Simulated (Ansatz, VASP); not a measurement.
# Zn2SnN3: VASP beside Ansatz

```
Zn Sn N
1.0
     3.61377    2.08641    3.56544
    -3.61377    2.08641    3.56544
     0.00000   -4.17283    3.56544
Zn Sn N
2 1 3
Direct
  0.33722 0.33722 0.33722
  0.66278 0.66278 0.66278
  0.00000 0.00000 0.00000
  0.82739 0.82739 0.82739
  0.17261 0.17261 0.17261
  0.50000 0.50000 0.50000
```

Alike in both runs: functional PBE; k mesh 6 × 6 × 6; occupations gaussian, width 0.1 eV; no spin polarisation.

Ansatz relaxed the structure, and its values are those at the end. VASP's run is a single point on that final structure, the one shown.

|  | VASP | Ansatz |
| --- | --- | --- |
| version | VASP 6.6.1 | Ansatz 0.2.0 |
| potentials or method | VASP PAW PBE potentials, release 64 (Zn, Sn_d, N) | scalar-relativistic, plane waves, PAW |
| plane-wave cutoff (eV) | 520 | 420 |
| valence electrons in the cell | 53 | 53 |

|  | VASP | Ansatz | Ansatz less VASP |
| --- | --- | --- | --- |
| gap on the k mesh at the Fermi level (eV) | none | none | - |
| pressure (GPa) | 0.2 | 0.0 | -0.17 |
| rms of the force components (eV/Å) | 0.089 | 0.000 | -0.0881 |

A gap of «none» marks a metal or a gap that the smearing closes.
